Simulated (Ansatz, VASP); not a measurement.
# SrCl2 in two plane-wave programs, part 2 of 2

One calculation is typed for both programs; each brings its own data sets and cutoff. How far apart do they land? The cell is taken from a series of VASP runs on this material, whose earlier steps may have relaxed, scaled or displaced it; both programs get it as it stands.

VASP 6.6.1 and Ansatz 0.2.0.

So far. Step 4 (Differences): The walks stopped with 0.00 GPa left in Ansatz and -0.01 GPa in VASP; each walk ends within a tolerance, so the volume difference is uncertain by about these residues over the bulk modulus, most in soft cells.

### 5. VASP: relaxation of cell and atoms, r2SCAN

Level of this step: r2SCAN; plane waves and PAW (Sr_sv, Cl) (VASP).

The relaxed volume is the usual yardstick between codes: its relative difference is about their pressure difference at one cell divided by the bulk modulus. The cell compared in this pair holds 84.90 Å³, against 82.73 Å³ for the pair before.

File INCAR:

```
SYSTEM = SrCl2
PREC = Accurate
ENCUT = 520
EDIFF = 1E-07
NELM = 100
ISMEAR = 0
SIGMA = 0.03
LREAL = .FALSE.
ALGO = Normal
METAGGA = R2SCAN
LASPH = .TRUE.
NBANDS = 18
LORBIT = 11
LWAVE = .FALSE.
LCHARG = .FALSE.
KPAR = 4
IBRION = 2
NSW = 50
ISIF = 3
EDIFFG = -0.005
```

File POSCAR:

```
SrCl2
1.0
    0.0000000000      3.4883500000      3.4883500000
    3.4883500000      0.0000000000      3.4883500000
    3.4883500000      3.4883500000      0.0000000000
Sr Cl
1 2
Direct
    0.0000000000      0.0000000000      0.0000000000
    0.7500000000      0.7500000000      0.7500000000
    0.2500000000      0.2500000000      0.2500000000
```

File KPOINTS:

```
Automatic mesh
0
Gamma
8 8 8
0 0 0
```

The projector-augmented-wave data sets are Sr_sv and Cl (PBE family, release 64).

Launch:

```console
mpirun -np 4 vasp_std
```

Numbers of over 12 decimals in the logs are rounded to 6 here.

The log of the run:

```text
[banner, memory and clock lines left out]
running    4 mpi-ranks, on    1 nodes
[...]
[... a notice as in an earlier step ...]

 LDA part: xc-table for (None), standard interpolation
 POSCAR, INCAR and KPOINTS ok, starting setup
[...]
entering main loop
       N       E                     dE             d eps       ncg     rms          rms(c)
DAV:   1     0.117073619110E+03    0.11707E+03   -0.11629E+04  1044   0.122E+03
DAV:   2    -0.328624926872E+02   -0.14994E+03   -0.14506E+03  1378   0.232E+02
DAV:   3    -0.422837198915E+02   -0.94212E+01   -0.93891E+01  1496   0.593E+01
DAV:   4    -0.425641052602E+02   -0.28039E+00   -0.27953E+00  1668   0.877E+00
[...]
DAV:  12    -0.356959435261E+02   -0.10845E-04   -0.86455E-06  1570   0.209E-02    0.847E-03
DAV:  13    -0.356959485753E+02   -0.50492E-05   -0.49275E-06  1204   0.154E-02    0.352E-03
DAV:  14    -0.356959485764E+02   -0.11007E-08   -0.18689E-07  1626   0.271E-03
   1 F= -.35695949E+02 E0= -.35695949E+02  d E =-.356959E+02
[...]
N       E                     dE             d eps       ncg     rms          rms(c)
DAV:   1    -0.357048943329E+02   -0.89458E-02   -0.21755E-01  1296   0.315E+00    0.683E-01
DAV:   2    -0.356984704363E+02    0.64239E-02   -0.17010E-02  1448   0.786E-01    0.273E-01
DAV:   3    -0.356967295760E+02    0.17409E-02   -0.50673E-03  1750   0.401E-01    0.128E-01
DAV:   4    -0.356967125529E+02    0.17023E-04   -0.17483E-04  1938   0.877E-02    0.769E-02
DAV:   5    -0.356967307877E+02   -0.18235E-04   -0.17017E-04  1894   0.683E-02    0.289E-02
DAV:   6    -0.356967262620E+02    0.45257E-05   -0.61251E-06  1364   0.192E-02    0.356E-03
DAV:   7    -0.356967258862E+02    0.37584E-06   -0.48386E-07  1432   0.496E-03    0.131E-03
DAV:   8    -0.356967257939E+02    0.92236E-07   -0.14923E-08   794   0.109E-03
   2 F= -.35696726E+02 E0= -.35696726E+02  d E =-.777217E-03
 trial-energy change:   -0.000777  1 .order   -0.000776   -0.001540   -0.000012
 step:   1.0080(harm=  1.0080)  dis= 0.00000  next Energy=   -35.696725 (dE=-0.776E-03)
 reached required accuracy - stopping structural energy minimisation
```

From OUTCAR (step 5):

```text
  Total        0.0014183      0.0014183      0.0014183     -0.0000000      0.0000000      0.0000000
  in kB        0.0265369      0.0265369      0.0265369     -0.0000000      0.0000000      0.0000000
  external PRESSURE =       0.0265369 kB  Pullay stress =       0.0000000 kB

 POSITION                                       TOTAL-FORCE (eV/Angst)
 -----------------------------------------------------------------------------------
      3.49837      6.99674      3.49837         0.000000     -0.000000     -0.000000
      5.24756      5.24756      5.24756        -0.000000     -0.000000     -0.000000
      1.74919      1.74919      1.74919         0.000000      0.000000      0.000000
 -----------------------------------------------------------------------------------
    total drift:                               -0.000000     -0.000000      0.000000

  FREE ENERGIE OF THE ION-ELECTRON SYSTEM (eV)
  ---------------------------------------------------
  free  energy   TOTEN  =       -35.6967257939 eV

  energy  without entropy=      -35.6967257939  energy(sigma->0) =      -35.69672579

[... 2 parts as in an earlier step ...]

[... 2 further parts left out ...]
[key lines of the parts left out:]
E-fermi :  -0.0701
```

### 6. Ansatz: relaxation of cell and atoms, r2SCAN

The same cell, functional, mesh and smearing now go to Ansatz, which takes its cutoff from its data sets.

The cell is taken from a series of VASP runs on this material, whose earlier steps may have relaxed, scaled or displaced it; both programs get it as it stands.

File input.yaml:

```yaml
crystal:
  lattice:
    - [0.0, 3.48835, 3.48835]
    - [3.48835, 0.0, 3.48835]
    - [3.48835, 3.48835, 0.0]
  atoms:
    - { symbol: Sr, position: [0.0, 0.0, 0.0] }
    - { symbol: Cl, position: [0.75, 0.75, 0.75] }
    - { symbol: Cl, position: [0.25, 0.25, 0.25] }
hamiltonian:
  xc: r2scan
  pseudopotentials: { kind: paw }
kpoints:
  mp_grid: { grid: [8, 8, 8] }
scf:
  occupations: { method: gaussian, width: 0.03 }
relax:
  f_tol: 0.01
  max_steps: 60
  cell: { stress_tol: 0.05 }
output:
  forces: true
  stress: true
```

Launch:

```console
ansatz run input.yaml --threads 4 --pin off --max-ram 9216MiB --backend cpu --events-out ev --progress --plain --runs-dir out
```

The log of the run:

```text
[...]
Crystal: 3 atoms, lattice volume = 84.897 Å³
Basis set: ecut = 500 eV, 2109 PW (Γ), exchange–correlation on 144×144×144 points (64 copies of the dense FFT grid, shifted against one another)
Bands: 16, of which v1, the nominal top of the filled ones, is band 12 counted from 1 (11 counted from 0)
Symmetry: 48 space group operations
[...]
k-points: 29 of 512
[...]
-0.000000      -0.000000      -0.007139
  P = ⅓ Tr σ = -0.0071 GPa (-0.071 kbar)
--- Relaxed structure (2 steps of the walk, 2 accepted, 1 SCFs on fresh bases) ---
[...]
cell:  # Å, volume = 85.5634 Å³
    - [0, 3.497459, 3.497459]
    - [3.497459, 0, 3.497459]
    - [3.497459, 3.497459, 0]
  atoms:
    - { symbol: Sr, position: [0, 0, 0] }
    - { symbol: Cl, position: [0.75, 0.75, 0.75] }
    - { symbol: Cl, position: [0.25, 0.25, 0.25] }
[key lines of the parts left out:]
SCF converged after 4 iterations
Free energy (F): -5730.715928 eV
Fermi energy:    5.620887 eV
```

Run time: 8 s. Hardware: 4 threads of Arm Neoverse N1, shared host; peak memory 0.63 GiB; 29 s of CPU time.

### 7. Differences

What differs besides the data sets and the points named for the pairs above, as far as they apply: VASP keeps PBE cores, Ansatz makes them for the functional; the cutoff is 500 eV in Ansatz and 520 eV in VASP. Total energies have different zeros and are not compared.

Compared:

```tsv
quantity	Ansatz	VASP	difference
volume (Å³)	85.56	85.63	-0.08 %
edge a after relaxation, in the typed setting (Å)	4.946	4.947	-0.02 %
```

The walks stopped with -0.01 GPa left in Ansatz and 0.00 GPa in VASP; each walk ends within a tolerance, so the volume difference is uncertain by about these residues over the bulk modulus, most in soft cells.

### 8. Summary of results

- difference in volume (relaxation of cell and atoms, PBEsol): -0.39 %
- difference in volume (relaxation of cell and atoms, r2SCAN): -0.078 %

**Reading.** The difference in volume is -0.39 % (relaxation of cell and atoms, PBEsol), within the 1.2 % picked in this series as the mark of a large difference, as far as the stopping tolerances let one tell. How closely two codes agree says nothing of how well the functional describes the real material.

[Lines on the potential files, build, host, timing and source positions are cut from VASP's logs without a mark.]

[Logs are printed without paths, hosts, clocks, repeated set-up lines and the standing remarks that a program may print on its own settings, such as how far it seeks lower states.]

[Hosts, paths, dates, database ids (printed as entryN), source tags and the programs' standing remarks are cut or masked in the printed files.]
